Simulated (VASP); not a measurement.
## From VASP inputs to Ansatz: ZnSnN$_{2}$ (II-IV-N2 ordering on rocksalt lattice)

INCAR

```
IBRION = -1
LCHARG = .FALSE.
SIGMA = 0.02
ENCUT = 520
ISMEAR = -1
EDIFF = 1E-7
ISIF = 2
LREAL = .FALSE.
NSW = 0
LASPH = .TRUE.
GGA = PE
PREC = Accurate
LWAVE = .FALSE.
NELM = 120
NBANDS = 26
```

KPOINTS

```
KPOINTS created by Atomic Simulation Environment
0
Gamma
10 10 10
0 0 0
```

KPOINTS_OPT

```
special points
9
Reciprocal
0.0000000000 0.0000000000 0.0000000000 1
0.5000000000 0.5000000000 0.5000000000 1
0.8123176938 0.1876823062 0.5000000000 1
0.5000000000 -0.1876823062 0.1876823062 1
0.5000000000 0.0000000000 0.0000000000 1
0.3438411531 -0.3438411531 0.0000000000 1
0.6561588469 0.0000000000 0.3438411531 1
0.5000000000 0.0000000000 0.5000000000 1
-0.0052080000 0.1953120000 -0.2005210000 1
```

POSCAR

```
Zn Sn N
 1.0000000000000000
     1.5836871722164518    0.9143422151748595    5.1498174729163884
    -1.5836871722164518    0.9143422151748595    5.1498174729163884
     0.0000000000000000   -1.8286844303991183    5.1498174729076176
 Zn  Sn  N
   1   1   2
Cartesian
  1.5836871722164518  0.9143422151748595  5.1498174729163884
 -0.0000000000000000 -0.0000000000246997  7.7247262093701954
  0.0000000000000000 -0.0000000000121754  3.8078236843151063
 -0.0000000000000001 -0.0000000000372237 11.6416287344252876
```

VASP ran with the recommended PBE PAW datasets (36 valence electrons in the cell).

Q: Translate these files to an Ansatz input.

A: 

```yaml
crystal:
  lattice:
    - [1.5836871722, 0.9143422152, 5.1498174729]
    - [-1.5836871722, 0.9143422152, 5.1498174729]
    - [0.0, -1.8286844304, 5.1498174729]
  atoms:
    - { symbol: Zn, position: [1.0, 0.0, 0.0] }
    - { symbol: Sn, position: [0.5, 0.5, 0.5] }
    - { symbol: "N", position: [0.2464698153, 0.2464698153, 0.2464698153] }
    - { symbol: "N", position: [0.7535301847, 0.7535301847, 0.7535301847] }
kpoints:
  mp_grid: { grid: [10, 10, 10] }
  band_path:
    path:
      - [0.0, 0.0, 0.0]
      - [0.5, 0.5, 0.5]
      - [0.8123176938, 0.1876823062, 0.5]
      - [0.5, -0.1876823062, 0.1876823062]
      - [0.5, 0.0, 0.0]
      - [0.3438411531, -0.3438411531, 0.0]
      - [0.6561588469, 0.0, 0.3438411531]
      - [0.5, 0.0, 0.5]
      - [-0.005208, 0.195312, -0.200521]
    npoints: 1
hamiltonian:
  xc: pbe
scf:
  occupations: { method: fermi_dirac, width: 0.02 }
  n_extra_bands: 5
output:
  forces: true
  stress: true
  eigenvalues: true
```

Other inputs would serve too.

```
                                VASP     Ansatz
gap between bands v and c    0.73 eV    0.74 eV
         least direct gap    0.84 eV    0.85 eV
                 pressure    6.9 GPa    6.5 GPa
            largest force  0.19 eV/Å  0.19 eV/Å
```

Each program uses its own PAW datasets. VASP's cell holds 36 valence electrons and Ansatz's 36. Ansatz's stress includes a Pulay correction; VASP's doesn't.
